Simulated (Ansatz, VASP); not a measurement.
**TaN in VASP and in Ansatz**

INCAR

```
PREC = Accurate
ENCUT = 520
EDIFF = 1E-7
ISMEAR = 0
SIGMA = 0.02
LREAL = False
LASPH = True
NELM = 100
ALGO = Fast
ISIF = 2
LWAVE = False
LCHARG = False
GGA = PE
LORBIT = 11
```

The input KPOINTS:

```
regular mesh
0
Gamma
  10 10 5
```

POSCAR

```
TaN
1.0
    2.9217699809      0.0000000000      0.0000000000
   -1.4608849905      2.5303270275      0.0000000000
    0.0000000000      0.0000000000      5.9165150000
Ta N
2 2
Direct
    0.0000000000      0.0000000000      0.5000000000
    0.0000000000      0.0000000000      0.0000000000
    0.3333333333      0.6666666667      0.2500000000
    0.6666666667      0.3333333333      0.7500000000
```

File input.yaml:

```yaml
crystal:
  lattice:
    - [2.9217699809, 0.0, 0.0]
    - [-1.4608849905, 2.5303270275, 0.0]
    - [0.0, 0.0, 5.916515]
  atoms:
    - { symbol: Ta, position: [0.0, 0.0, 0.5] }
    - { symbol: Ta, position: [0.0, 0.0, 0.0] }
    - { symbol: "N", position: [0.3333333333, 0.6666666667, 0.25] }
    - { symbol: "N", position: [0.6666666667, 0.3333333333, 0.75] }
hamiltonian:
  xc: pbe
  pseudopotentials: { kind: paw }
kpoints:
  mp_grid: { grid: [10, 10, 5] }
scf:
  occupations: { method: gaussian, width: 0.02 }
output:
  forces: true
  stress: true
  eigenvalues: true
  write_density: true
  write_potential: true
  elf: true
  volumetric_format: npy
```

The cell comes from a database or a generator and needn't be the stable form of this composition.

Alike in both runs: functional PBE; k mesh 10 × 10 × 5; occupations gaussian, width 0.02 eV; no spin polarisation.

```csv
,VASP,Ansatz
version,VASP 6.6.1,Ansatz 0.2.0
potentials or method,"VASP PAW PBE potentials, release 64 (Ta_pv, N)",Ansatz PAW
plane-wave cutoff (eV),520,420
valence electrons in the cell,32,36
task,atomic charges,single point
```

```csv
,VASP,Ansatz,Ansatz less VASP
gap on the k mesh at the Fermi level (eV),none,none,-
pressure (GPa),-0.4,-1.1,-0.68
largest component of the traceless stress (GPa),0.16,0.10,-0.061
```

A gap of «none» marks a metal or a gap that the smearing closes. With one functional, cell and mesh, what is left measures potentials, basis and numerics. The two sets of potentials don't hold the same shells in valence.

Caveats: the pressure holds a Pulay correction of +0.4 GPa for the finite cutoff (Ansatz). Spin-orbit coupling is left out, which matters for the levels of Ta.
